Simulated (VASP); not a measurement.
# KBr (R-3m) in VASP: a series of runs

One crystal, KBr, is run at these levels: PBEsol; tasks: single point.

Program: VASP 6.6.1. These are calculated values, not measurements. Logs are shortened: lines on timing, memory, paths and dates and some standing lists are left out, and cuts for length are marked.

### Step 1. The structure

It takes space group R-3m (No. 166, trigonal). The conventional cell has a = 5.219 Å, b = 5.219 Å, c = 9.077 Å, α = 90.00°, β = 90.00°, γ = 120.00°. K (site symmetry -3m) has 6 Br at 3.37 Å as nearest neighbours. Br (site symmetry -3m) is surrounded by 6 K at 3.37 Å.

Measurements of this composition are mostly on another form, of space group No. 225.

### Step 2. Single point, PBEsol

File INCAR:

```
SYSTEM = KBr
PREC = Accurate
ENCUT = 520
EDIFF = 1E-6
ISMEAR = 0
SIGMA = 0.05
LREAL = .FALSE.
LASPH = .TRUE.
NELM = 100
ALGO = Normal
ISIF = 2
LWAVE = .FALSE.
LCHARG = .FALSE.
GGA = PS
NBANDS = 15
```

File KPOINTS:

```
Automatic mesh
0
G
  8 8 8
  0 0 0
```

File POSCAR:

```
KBr
1.0
   -0.7135313725      2.9771481404      2.9771481404
    2.9771481404     -0.7135313725      2.9771481404
    2.9771481404      2.9771481404     -0.7135313725
K Br
1 1
Direct
    0.0000000000      0.0000000000      0.0000000000
    0.5000000000      0.5000000000      0.5000000000
```

Potentials or basis: VASP PAW PBE potentials, release 64 (K_sv, Br).

Started as:

```
$ cat potpaw_PBE.64/K_sv/POTCAR potpaw_PBE.64/Br/POTCAR > POTCAR
$ mpirun -np 1 vasp_std > vasp.out
```

OUTCAR:

```text
SYSTEM = KBr
   PREC = Accurate
   ENCUT = 520
   EDIFF = 1E-6
   ISMEAR = 0
   LREAL = .FALSE.
   LASPH = .TRUE.
   NELM = 100
   ISIF = 2
   GGA = PS

 ion  position               nearest neighbor table
   1  0.000  0.000  0.000-
   2  0.500  0.500  0.500-

  LATTYP: Found a trigonal (rhomboedric) cell.
 ALAT       =     4.2703570248
 COS(alpha) =     0.2530624440

  Lattice vectors:

 A1 = (  -0.7135313725,   2.9771481404,   2.9771481404)
 A2 = (   2.9771481404,  -0.7135313725,   2.9771481404)
 A3 = (   2.9771481404,   2.9771481404,  -0.7135313725)

Analysis of symmetry for initial positions (statically):
=====================================================================
 Subroutine PRICEL returns:
 Original cell was already a primitive cell.

 Routine SETGRP: Setting up the symmetry group for a
 trigonal (rhombohedral) supercell.

 Subroutine GETGRP returns: Found 12 space group operations
 (whereof 12 operations were pure point group operations)
 out of a pool of 12 trial point group operations.

The static configuration has the point symmetry D_3d.

Analysis of symmetry for dynamics (positions and initial velocities):
=====================================================================
 Subroutine PRICEL returns:
 Original cell was already a primitive cell.

 Routine SETGRP: Setting up the symmetry group for a
 trigonal (rhombohedral) supercell.

 Subroutine GETGRP returns: Found 12 space group operations
 (whereof 12 operations were pure point group operations)
 out of a pool of 12 trial point group operations.

The dynamic configuration has the point symmetry D_3d.

 Subroutine INISYM returns: Found 12 space group operations
 (whereof 12 operations are pure point group operations),
 and found     1 'primitive' translations

----------------------------------------------------------------------------------------

                                     Primitive cell

  volume of cell :      71.3851

  direct lattice vectors                    reciprocal lattice vectors
    -0.713531372  2.977148140  2.977148140    -0.117031262  0.153921552  0.153921552
     2.977148140 -0.713531372  2.977148140     0.153921552 -0.117031262  0.153921552
     2.977148140  2.977148140 -0.713531372     0.153921552  0.153921552 -0.117031262

  length of vectors
     4.270357025  4.270357025  4.270357025     0.247143692  0.247143692  0.247143692

  position of ions in fractional coordinates (direct lattice)
     0.000000000  0.000000000  0.000000000
     0.500000000  0.500000000  0.500000000

  ion indices of the primitive-cell ions
   primitive index   ion index
                 1           1
                 2           2

----------------------------------------------------------------------------------------

 KPOINTS: Automatic mesh

Automatic generation of k-mesh.
 Grid dimensions read from file:
 generate k-points for:    8    8    8

 Generating k-lattice:

  Cartesian coordinates                     Fractional coordinates (reciprocal lattice)
    -0.014628908  0.019240194  0.019240194     0.125000000  0.000000000  0.000000000
     0.019240194 -0.014628908  0.019240194     0.000000000  0.125000000  0.000000000
     0.019240194  0.019240194 -0.014628908     0.000000000  0.000000000  0.125000000

  Length of vectors
     0.030892962  0.030892962  0.030892962

  Shift w.r.t. Gamma in fractional coordinates (k-lattice)
     0.000000000  0.000000000  0.000000000

 Subroutine IBZKPT returns following result:
 ===========================================

 Found     65 irreducible k-points:

 Following reciprocal coordinates:
            Coordinates               Weight
  0.000000  0.000000  0.000000      1.000000
  0.125000  0.000000  0.000000      6.000000
  0.250000  0.000000  0.000000      6.000000
  0.375000  0.000000 -0.000000      6.000000
  0.500000  0.000000  0.000000      3.000000
  0.125000  0.125000  0.000000      6.000000
[... 16 lines left out ...]
  0.250000  0.125000  0.125000      6.000000
  0.375000  0.125000  0.125000      6.000000
 [... further k-points ...]
   k-points           NKPTS =     65   k-points in BZ     NKDIM =     65   number of bands    NBANDS=     15
   number of dos      NEDOS =    301   number of ions     NIONS =      2
   total plane-waves  NPLWV =  32768
   dimension x,y,z NGX =    32 NGY =   32 NGZ =   32
   dimension x,y,z NGXF=    64 NGYF=   64 NGZF=   64
   ions per type =               1   1
   NGX,Y,Z   is equivalent  to a cutoff of  12.46, 12.46, 12.46 a.u.
   NGXF,Y,Z  is equivalent  to a cutoff of  24.92, 24.92, 24.92 a.u.
 SYSTEM =  KBr
   PREC   = accura    normal or accurate (medium, high low for compatibility)
   ISTART =      0    job   : 0-new  1-cont  2-samecut
   ICHARG =      2    charge: 1-file 2-atom 10-const
   ISPIN  =      1    spin polarized calculation?
   LNONCOLLINEAR =      F non collinear calculations
   LSORBIT =      F    spin-orbit coupling
   LASPH  =      T    aspherical Exc in radial PAW
   ENCUT  =  520.0 eV  38.22 Ry    6.18 a.u.   7.94  7.94  7.94*2*pi/ulx,y,z
   NELM   =    100;   NELMIN=  2; NELMDL= -5     # of ELM steps
   EDIFF  = 0.1E-05   stopping-criterion for ELM
   LREAL  =      F    real-space projection
   EDIFFG = 0.1E-04   stopping-criterion for IOM
   NSW    =      0    number of steps for IOM
   IBRION =     -1    ionic relax: 0-MD 1-quasi-New 2-CG
   NFREE  =      0    steps in history (QN), initial steepest desc. (CG)
   ISIF   =      2    stress and relaxation
   ISYM   =      2    0-nonsym 1-usesym 2-fastsym
   POTIM  = 0.5000    time-step for ionic-motion
   TEBEG  =    0.0;   TEEND  =   0.0 temperature during run
   PSTRESS=    0.0 pullay stress
   NELECT =      16.0000    total number of electrons
   NUPDOWN=      -1.0000    fix difference up-down
   EMIN   =  10.00;   EMAX   =-10.00  energy-range for DOS
   EFERMI =   0.00;   METHOD = LEGACY
   ISMEAR =     0;   SIGMA  =   0.05  broadening in eV -4-tet -1-fermi 0-gaus
   EFERMI_NEDOS =   21; number of points for ismear=-14 and -15
   IALGO  =     38    algorithm
   IMIX   =      4    mixing-type and parameters
     AMIX     =   0.40;   BMIX     =  1.00
     AMIX_MAG =   1.60;   BMIX_MAG =  1.00
  volume/ion in A,a.u.               =      35.69       240.87
  Fermi-wavevector in a.u.,A,eV,Ry     =   0.994441  1.879221 13.454978  0.988913
  Thomas-Fermi vector in A             =   2.126392
   LORBIT       =      0    0 simple, 1 ext, 2 COOP (PROOUT), +10 PAW based schemes
   GGA     = PS    functional components
   LHFCALC =     F    Hartree Fock is set to
   AEXX    =    0.0000 exact exchange contribution
   IVDW    =     0    specifies the selected vdW correction
   LEPSILON=     F    determine dielectric tensor
   LRPA    =     F    only Hartree local field effects (RPA)
 non-spin polarized calculation
 Gauss-broadening in eV      SIGMA  =   0.05
  energy-cutoff  :      520.00
  volume of cell :       71.39
 maximum number of plane-waves:      1947
   NGX = 15   NGY = 15   NGZ = 15

 number of electron      15.9999999 magnetization

 Free energy of the ion-electron system (eV)
  ---------------------------------------------------
  ext. energy  EPLUGINS =         0.00000000
  ---------------------------------------------------
  free energy    TOTEN  =        -6.35754505 eV

  energy without entropy =       -6.35754505  energy(sigma->0) =       -6.35754505

 E-fermi :  -1.0739     XC(G=0):  -7.6150

 val. band max:       -1.3481188278   @ k =   0.0000   0.0000   0.0000
 cond. band min:       2.3882280655   @ k =   0.0000   0.0000   0.0000
 fundamental gap:      3.7363468932
 Fermi energy:        -1.0739003634

 k-point     1 :       0.0000    0.0000    0.0000
  band No.  band energies     occupation
      1     -29.6020      2.00000
      2     -13.9763      2.00000
      3     -13.1342      2.00000
      4     -13.1150      2.00000
      5     -13.1150      2.00000
      6      -1.7244      2.00000
      7      -1.7244      2.00000
      8      -1.3481      2.00000
      9       2.3882      0.00000
     10       4.9463      0.00000
     11       4.9463      0.00000
     12       7.1215      0.00000
     13       7.1215      0.00000
     14       8.2533      0.00000
     15      10.1315      0.00000

 k-point     2 :       0.1250    0.0000    0.0000
  band No.  band energies     occupation
      1     -29.6011      2.00000
      2     -14.0073      2.00000
      3     -13.1365      2.00000
      4     -13.1131      2.00000
      5     -13.0750      2.00000
      6      -1.9368      2.00000
      7      -1.7525      2.00000
      8      -1.4144      2.00000
      9       2.7480      0.00000
     10       5.0889      0.00000
     11       5.1269      0.00000
     12       7.2232      0.00000
     13       7.3065      0.00000
     14       8.1127      0.00000
     15      10.3220      0.00000

 k-point     3 :       0.2500    0.0000    0.0000
  band No.  band energies     occupation
      1     -29.5989      2.00000
      2     -14.0741      2.00000
      3     -13.1427      2.00000
      4     -13.1084      2.00000
      5     -12.9851      2.00000
      6      -2.4260      2.00000
      7      -1.8191      2.00000
      8      -1.4777      2.00000
      9       3.5475      0.00000
     10       5.4984      0.00000
     11       5.5058      0.00000
     12       7.4982      0.00000
     13       7.7962      0.00000
     14       8.0965      0.00000
     15       9.7976      0.00000
[... 343 lines left out ...]
 k-point    23 :       0.2500    0.1250    0.1250
  band No.  band energies     occupation
      1     -29.5978      2.00000
      2     -14.0017      2.00000
      3     -13.1366      2.00000
      4     -13.1147      2.00000
      5     -13.0723      2.00000
      6      -2.2468      2.00000
      7      -1.8895      2.00000
      8      -1.6313      2.00000
      9       3.5883      0.00000
     10       5.4318      0.00000
     11       5.5050      0.00000
     12       6.9228      0.00000
     13       7.3642      0.00000
     14       7.3726      0.00000
     15      10.6911      0.00000

 k-point    24 :       0.3750    0.1250    0.1250
  band No.  band energies     occupation
      1     -29.5956      2.00000
      2     -14.0542      2.00000
      3     -13.1479      2.00000
      4     -13.1100      2.00000
      5     -12.9966      2.00000
      6      -2.6830      2.00000
      7      -1.9513      2.00000
      8      -1.6091      2.00000
      9       4.4019      0.00000
     10       5.4023      0.00000
     11       5.8673      0.00000
     12       7.2665      0.00000
     13       7.6804      0.00000
     14       8.0377      0.00000
     15       9.9489      0.00000

 [... further k-points ...]

------------------------ aborting loop because EDIFF is reached ----------------------------------------

  FORCE on cell =-STRESS in cart. coord.  units (eV):
  Direction    XX          YY          ZZ          XY          YZ          ZX
  --------------------------------------------------------------------------------------
  -------------------------------------------------------------------------------------
  Total       -0.4123138     -0.4123138     -0.4123138      0.1969398      0.1969398      0.1969398
  in kB       -9.2540353     -9.2540353     -9.2540353      4.4201479      4.4201479      4.4201479
  external PRESSURE =      -9.2540353 kB  Pullay stress =       0.0000000 kB

 VOLUME and BASIS-vectors are now :
 -----------------------------------------------------------------------------
  energy-cutoff  :      520.00
  volume of cell :       71.39
      direct lattice vectors                 reciprocal lattice vectors
    -0.713531372  2.977148140  2.977148140    -0.117031262  0.153921552  0.153921552
     2.977148140 -0.713531372  2.977148140     0.153921552 -0.117031262  0.153921552
     2.977148140  2.977148140 -0.713531372     0.153921552  0.153921552 -0.117031262

 POSITION                                       TOTAL-FORCE (eV/Angst)
 -----------------------------------------------------------------------------------
      0.00000      0.00000      0.00000         0.000000     -0.000000      0.000000
      2.62038      2.62038      2.62038        -0.000000      0.000000     -0.000000
 -----------------------------------------------------------------------------------
    total drift:                                0.000000     -0.000000      0.000000

  FREE ENERGIE OF THE ION-ELECTRON SYSTEM (eV)
  ---------------------------------------------------
  free  energy   TOTEN  =        -6.3575450453 eV

  energy  without entropy=       -6.3575450453  energy(sigma->0) =       -6.35754505
```

Run time: 31 s. Hardware: 1 thread of Intel Xeon Platinum 8488C (Sapphire Rapids), shared host; peak memory 0.21 GiB.

Results:

```
Free energy            : -6.3575 eV
Pressure               : -0.9 GPa
Band gap on the k mesh : 3.74 eV, direct
```

Stress tensor (GPa, compression positive):
```
-0.93  0.44  0.44
 0.44 -0.93  0.44
 0.44  0.44 -0.93
```

Caveat: the PAW data sets were made with another functional, which shifts forces and pressure a little.

### Step 3. Single point, PBEsol

This run uses another cell than the first one, of the same volume but with other edges.

File INCAR:

```
PREC     = Accurate       # precision mode
ENCUT    = 520            # plane-wave cutoff, eV
EDIFF    = 1E-7           # SCF threshold, eV
ISMEAR   = 0              # smearing method
SIGMA    = 0.05           # smearing width, eV
LREAL    = F              # projectors in reciprocal space
LASPH    = T              # aspherical terms in the spheres
NELM     = 100            # most SCF steps
ALGO     = Fast           # electronic algorithm
ISIF     = 2              # what is computed and relaxed
LWAVE    = F              # write WAVECAR
LCHARG   = T              # write CHGCAR
GGA      = PS             # functional
LELF     = T              # ELF
LVHAR    = T            
NBANDS   = 15             # bands
```

File KPOINTS:

```
regular mesh
0
Gamma
  8 8 8
```

File POSCAR:

```
KBr
1.0
    0.4131148167      3.5114759418      3.5114759418
    3.5114759418      0.4131148167      3.5114759418
    3.5114759418      3.5114759418      0.4131148167
K Br
1 1
Direct
    0.0000000000      0.0000000000      0.0000000000
    0.5000000000      0.5000000000      0.5000000000
```

Potentials or basis: VASP PAW PBE potentials, release 64 (K_sv, Br).

Started as:

```
$ cat potpaw_PBE.64/K_sv/POTCAR potpaw_PBE.64/Br/POTCAR > POTCAR
$ mpirun -np 1 vasp_std > vasp.out
```

OUTCAR:

```text
PREC = Accurate
   ENCUT = 520
   EDIFF = 1E-7
   ISMEAR = 0
   LREAL = F
   LASPH = T
   NELM = 100
   ISIF = 2
   GGA = PS

 ion  position               nearest neighbor table
   1  0.000  0.000  0.000-
   2  0.500  0.500  0.500-

  LATTYP: Found a trigonal (rhomboedric) cell.
 ALAT       =     4.9831305854
 COS(alpha) =     0.6134020619

  Lattice vectors:

 A1 = (   0.4131148167,   3.5114759418,   3.5114759418)
 A2 = (   3.5114759418,   0.4131148167,   3.5114759418)
 A3 = (   3.5114759418,   3.5114759418,   0.4131148167)

Analysis of symmetry for initial positions (statically):
=====================================================================
 Subroutine PRICEL returns:
 Original cell was already a primitive cell.

 Routine SETGRP: Setting up the symmetry group for a
 trigonal (rhombohedral) supercell.

 Subroutine GETGRP returns: Found 12 space group operations
 (whereof 12 operations were pure point group operations)
 out of a pool of 12 trial point group operations.

The static configuration has the point symmetry D_3d.

[... 174 lines left out ...]
      3     -13.0319      2.00000
      4     -13.0319      2.00000
      5     -13.0156      2.00000
      6      -2.0253      2.00000
      7      -1.5279      2.00000
      8      -1.5279      2.00000
      9       2.3942      0.00000
     10       5.0647      0.00000
     11       6.1916      0.00000
     12       6.1916      0.00000
     13       6.7647      0.00000
     14       6.7647      0.00000
[... 401 lines left out ...]
      2     -14.1429      2.00000
      3     -13.0553      2.00000
      4     -13.0417      2.00000
      5     -12.8512      2.00000
      6      -2.5539      2.00000
      7      -2.1456      2.00000
      8      -1.7885      2.00000
      9       4.0608      0.00000
     10       5.8293      0.00000
     11       6.6557      0.00000
     12       7.0376      0.00000
     13       7.1999      0.00000
     14       8.2290      0.00000
     15       9.2323      0.00000

 [... further k-points ...]

------------------------ aborting loop because EDIFF is reached ----------------------------------------

  FORCE on cell =-STRESS in cart. coord.  units (eV):
  Direction    XX          YY          ZZ          XY          YZ          ZX
  --------------------------------------------------------------------------------------
  -------------------------------------------------------------------------------------
  Total       -0.1857254     -0.1857254     -0.1857254     -0.3948732     -0.3948732     -0.3948732
  in kB       -4.1684504     -4.1684504     -4.1684504     -8.8625946     -8.8625946     -8.8625946
  external PRESSURE =      -4.1684504 kB  Pullay stress =       0.0000000 kB

 VOLUME and BASIS-vectors are now :
 -----------------------------------------------------------------------------
  energy-cutoff  :      520.00
  volume of cell :       71.39
      direct lattice vectors                 reciprocal lattice vectors
     0.413114817  3.511475942  3.511475942    -0.170340950  0.152410324  0.152410324
     3.511475942  0.413114817  3.511475942     0.152410324 -0.170340950  0.152410324
     3.511475942  3.511475942  0.413114817     0.152410324  0.152410324 -0.170340950

 POSITION                                       TOTAL-FORCE (eV/Angst)
 -----------------------------------------------------------------------------------
      0.00000      0.00000      0.00000        -0.000000      0.000000      0.000000
      3.71803      3.71803      3.71803         0.000000     -0.000000     -0.000000
 -----------------------------------------------------------------------------------
    total drift:                                0.000000     -0.000000     -0.000000

  FREE ENERGIE OF THE ION-ELECTRON SYSTEM (eV)
  ---------------------------------------------------
  free  energy   TOTEN  =        -6.3953092740 eV

  energy  without entropy=       -6.3953092740  energy(sigma->0) =       -6.39530927
```

stdout:

```text
POSCAR found type information on POSCAR K Br
 POSCAR found :  2 types and       2 ions
 scaLAPACK will be used
 -----------------------------------------------------------------------------
|                                                                             |
|                                                                             |
|     You enforced a specific xc type in the INCAR file but a different       |
|     I HOPE YOU KNOW WHAT YOU ARE DOING!                                     |
|                                                                             |
 -----------------------------------------------------------------------------

 LDA part: xc-table for (Slater+PW92), standard interpolation
 POSCAR, INCAR and KPOINTS ok, starting setup
 FFT: planning ... GRIDC
 FFT: planning ... GRID_SOFT
 FFT: planning ... GRID
 WAVECAR not read
 entering main loop
WARNING in EDDRMM: call to ZHEGV failed, returncode =   8  4      7
WARNING in EDDRMM: call to ZHEGV failed, returncode =   8  4     13
WARNING in EDDRMM: call to ZHEGV failed, returncode =   8  4     11
WARNING in EDDRMM: call to ZHEGV failed, returncode =   8  4      9
WARNING in EDDRMM: call to ZHEGV failed, returncode =   8  4      6
 num prob RMM:  17    -0.639530920685E+01   -0.14112E-06   -0.10597E-06  2886   0.462E-03    0.369E-04
 num prob  num prob  num prob RMM:  18    -0.639530927401E+01   -0.67160E-07   -0.56634E-07  2577   0.341E-03
```

It took 2.1 min on 1 thread of Intel Xeon Platinum 8488C (Sapphire Rapids), shared host; peak memory 0.27 GiB.

Results:

| Quantity | Value |
| --- | --- |
| Free energy | -6.3953 eV |
| Pressure | -0.4 GPa |
| Band gap on the k mesh | 3.92 eV, direct |

Stress tensor (GPa, compression positive):
```
-0.42 -0.89 -0.89
-0.89 -0.42 -0.89
-0.89 -0.89 -0.42
```

Levels at points of the mesh, in eV from the valence-band top:
```tsv
k point	band 6	band 7	band 8	band 9	band 10	band 11
(0.00, 0.00, 0.00)	-0.50	0.00	0.00	3.92	6.59	7.72
(0.50, 0.00, 0.00)	-1.43	-0.80	-0.40	6.18	7.60	9.08
(0.50, 0.50, 0.00)	-1.09	-0.66	-0.29	5.45	6.82	8.89
(0.50, 0.50, 0.50)	-1.50	-0.20	-0.20	6.31	7.10	9.12
```

Caveat: the PAW data sets were made with another functional, which shifts forces and pressure a little. A k mesh can miss the band edges.
